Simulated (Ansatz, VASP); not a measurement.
**Two plane-wave programs on Cu**

INCAR

```
PREC = Accurate
ENCUT = 600
EDIFF = 1E-6
ISMEAR = -1
SIGMA = 0.05
LREAL = False
LASPH = True
NELM = 80
ALGO = Normal
ISIF = 3
LWAVE = False
LCHARG = False
GGA = PE
IVDW = 13
IBRION = 2
NSW = 40
EDIFFG = -0.01
```

File KPOINTS:

```
regular mesh
0
Gamma
  13 13 13
```

POSCAR

```
Cu
1.0
    0.0000000000      1.8075000000      1.8075000000
    1.8075000000      0.0000000000      1.8075000000
    1.8075000000      1.8075000000      0.0000000000
Cu
1
Direct
    0.0000000000      0.0000000000      0.0000000000
```

File input.yaml:

```yaml
crystal:
  lattice:
    - [0.0, 1.8075, 1.8075]
    - [1.8075, 0.0, 1.8075]
    - [1.8075, 1.8075, 0.0]
  atoms:
    - { symbol: Cu, position: [0.0, 0.0, 0.0] }
hamiltonian:
  xc: pbe
  pseudopotentials: { kind: paw }
  dispersion: d4
kpoints:
  mp_grid: { grid: [13, 13, 13] }
scf:
  occupations: { method: fermi_dirac, width: 0.05 }
output:
  forces: true
  stress: true
  eigenvalues: true
  write_density: true
  write_potential: true
  elf: true
  volumetric_format: npy
relax:
  f_tol: 0.01
  max_steps: 40
  cell: { stress_tol: 0.05 }
```

Alike in both runs: task relaxation of cell and atoms; functional PBE; dispersion D4; k mesh 13 × 13 × 13; occupations fermi-dirac, width 0.05 eV; no spin polarisation.

|  | VASP | Ansatz |
| --- | --- | --- |
| version | VASP 6.6.1 | Ansatz 0.2.0 |
| potentials or method | VASP PAW PBE potentials, release 64 (Cu) | Ansatz PAW |
| plane-wave cutoff (eV) | 600 | 420 |
| valence electrons in the cell | 11 | 19 |

```csv
,VASP,Ansatz,Ansatz less VASP
"gap on the k mesh at the Fermi level, each at its own relaxed structure (eV)",none,none,-
relaxed volume (Å³/atom),11.44,11.39,-0.041
relaxed cell length with the largest relative difference (Å),2.529,2.526,-0.0030
energy change over the relaxation (meV/atom),-6,-7,-1.4
```

A gap of «none» marks a metal or a gap that the smearing closes. The two sets of potentials don't hold the same shells in valence.

Caveats: pairwise dispersion overbinds metals, which lowers pressure and volume; the plane-wave basis is chosen anew once the cell has moved, so the energies of steps on either side of that aren't comparable (Ansatz).
